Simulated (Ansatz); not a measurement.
# Molecular dynamics of HOs12

The input (input.yaml):

```yaml
crystal:
  lattice:
    - [5.48, 0.0, 0.0]
    - [-4.11, 7.118729, 0.0]
    - [0.0, 0.0, 4.32646]
  atoms:
    - { symbol: Os, position: [0.01947243, -0.01854094, 0.01775127] }
    - { symbol: Os, position: [0.16050378, 0.24378049, 0.49823499] }
    - { symbol: Os, position: [-0.00189068, 0.32825035, -0.02219434] }
    - { symbol: Os, position: [0.17406194, 0.5750906, 0.5110169] }
    - { symbol: Os, position: [-0.0002951, 0.6547147, 0.01413721] }
    - { symbol: Os, position: [0.18213875, 0.89134949, 0.47645472] }
    - { symbol: Os, position: [0.50911517, -0.00104566, 0.00331854] }
    - { symbol: Os, position: [0.66074663, 0.2193671, 0.49497579] }
    - { symbol: Os, position: [0.48817264, 0.33936821, -0.02233421] }
    - { symbol: Os, position: [0.68330041, 0.57486103, 0.53472195] }
    - { symbol: Os, position: [0.4853803, 0.65663766, -0.02212192] }
    - { symbol: Os, position: [0.64189852, 0.86505002, 0.50848131] }
    - { symbol: H, position: [0.88999109, 0.11959432, 0.2267978] }
basis:
  ecutwfc: 420.0
kpoints:
  mp_grid: { grid: [3, 2, 3] }
hamiltonian:
  xc: lda
scf:
  occupations: { method: fermi_dirac, width: 0.1 }
  lower_state_search: "off"
md:
  timestep: 0.5
  n_steps: 300
  ensemble: nvt_nose_hoover
  temperature: 2100.0
  initial_velocities: maxwell_boltzmann
  seed: 92538
  nose_hoover: { tau: 100.0, chain_length: 1 }
```

Command:

```bash
$ ansatz run input.yaml --threads 2 --pin off --max-ram 5120MiB --backend cpu --events-out ev --progress --plain --runs-dir out
```

It goes on from the last frame of an earlier run, with new velocities.

Output, in part (step lines):

```
md step     0: t =     0.00 fs  T =  2100.0 K  F+E_penalty+E_count = -133433.74967483 eV  E_kin = 3.257352 eV  conserved = -133430.49232286 eV  (7 SCF iters)
md step     1: t =     0.50 fs  T =  2096.0 K  F+E_penalty+E_count = -133433.74339663 eV  E_kin = 3.251130 eV  conserved = -133430.49226623 eV  (6 SCF iters)
md step     2: t =     1.00 fs  T =  2088.6 K  F+E_penalty+E_count = -133433.73187955 eV  E_kin = 3.239660 eV  conserved = -133430.49221955 eV  (6 SCF iters)
md step     3: t =     1.50 fs  T =  2078.3 K  F+E_penalty+E_count = -133433.71583969 eV  E_kin = 3.223669 eV  conserved = -133430.49217271 eV  (6 SCF iters)
md step     4: t =     2.00 fs  T =  2065.6 K  F+E_penalty+E_count = -133433.69605202 eV  E_kin = 3.203941 eV  conserved = -133430.49211537 eV  (6 SCF iters)
md step     5: t =     2.50 fs  T =  2051.1 K  F+E_penalty+E_count = -133433.67347852 eV  E_kin = 3.181447 eV  conserved = -133430.49204207 eV  (3 SCF iters)
md step     6: t =     3.00 fs  T =  2035.6 K  F+E_penalty+E_count = -133433.64932696 eV  E_kin = 3.157390 eV  conserved = -133430.49195611 eV  (3 SCF iters)
md step     7: t =     3.50 fs  T =  2019.9 K  F+E_penalty+E_count = -133433.62499136 eV  E_kin = 3.133155 eV  conserved = -133430.49186974 eV  (3 SCF iters)
[... lines left out ...]
md step   298: t =   149.00 fs  T =  2100.6 K  F+E_penalty+E_count = -133433.20003480 eV  E_kin = 3.258314 eV  conserved = -133430.49107376 eV  (3 SCF iters)
md step   299: t =   149.50 fs  T =  2069.2 K  F+E_penalty+E_count = -133433.14740096 eV  E_kin = 3.209588 eV  conserved = -133430.49045891 eV  (3 SCF iters)
md step   300: t =   150.00 fs  T =  2056.6 K  F+E_penalty+E_count = -133433.12447986 eV  E_kin = 3.190095 eV  conserved = -133430.49028994 eV  (6 SCF iters)
```

The steps, from the saved trajectory:

| time (fs) | T (K) | potential energy less start (eV) | conserved less start (meV/atom) |
| --- | --- | --- | --- |
| 0.0 | 2100 | 0.000 | 0.00 |
| 5.0 | 1980 | 0.186 | 0.04 |
| 10.0 | 1904 | 0.305 | 0.06 |
| 15.0 | 2046 | 0.086 | 0.02 |
| 20.0 | 2093 | 0.017 | 0.01 |
| 25.0 | 1914 | 0.299 | 0.11 |
| 30.0 | 2135 | -0.042 | -0.01 |
| 35.0 | 2124 | -0.020 | 0.04 |
| 40.0 | 2071 | 0.066 | 0.05 |
| 45.0 | 2143 | -0.042 | 0.03 |
| 50.0 | 2199 | -0.126 | -0.02 |
| 55.0 | 1894 | 0.352 | 0.07 |
| 60.0 | 1764 | 0.556 | 0.05 |
| 65.0 | 1786 | 0.529 | 0.01 |
| 70.0 | 1686 | 0.691 | 0.03 |
| 75.0 | 1518 | 0.961 | 0.03 |
| 80.0 | 1334 | 1.259 | 0.06 |
| 85.0 | 1416 | 1.146 | 0.05 |
| 90.0 | 1647 | 0.808 | 0.01 |
| 95.0 | 1644 | 0.839 | 0.04 |
| 100.0 | 1603 | 0.929 | 0.03 |
| 105.0 | 1902 | 0.496 | -0.03 |
| 110.0 | 2026 | 0.344 | 0.04 |
| 115.0 | 2084 | 0.293 | -0.03 |
| 120.0 | 2113 | 0.289 | -0.03 |
| 125.0 | 2237 | 0.141 | 0.02 |
| 130.0 | 2340 | 0.026 | 0.03 |
| 135.0 | 2290 | 0.146 | 0.07 |
| 140.0 | 2405 | 0.009 | -0.01 |
| 145.0 | 2304 | 0.205 | 0.02 |
| 150.0 | 2057 | 0.625 | 0.16 |

The run went to its last step. The conserved energy stayed within 0.16 meV per atom of its start (net change 0.16 meV per atom), so the integration is sound. A run of 0.15 ps of so small a system gives no equilibrium averages. Limits of this set-up: coarse k mesh, odd electron count without spin.

Mean squared displacements from the first frame to the last, about the centre of mass: Os 0.05 Å², H 0.92 Å².

Last frame:

```xyz
13
Lattice="5.4800 0.0000 0.0000 -4.1100 7.1187 0.0000 0.0000 0.0000 4.3265" Properties=species:S:1:pos:R:3
Os -0.085 0.013 0.149
Os 0.020 1.644 2.104
Os -1.185 2.434 -0.110
Os -1.334 4.019 2.251
Os -2.644 4.682 -0.222
Os -2.873 6.230 2.230
Os 2.669 0.070 0.080
Os 2.745 1.503 2.314
Os 1.479 2.361 -0.093
Os 1.361 3.932 2.071
Os -0.094 4.783 0.067
Os -0.022 6.262 2.106
H 3.560 1.332 1.064
```

Time of the run: 24 min on 2 threads of Arm Neoverse V2 (shared host), peak memory 0.65 GiB.
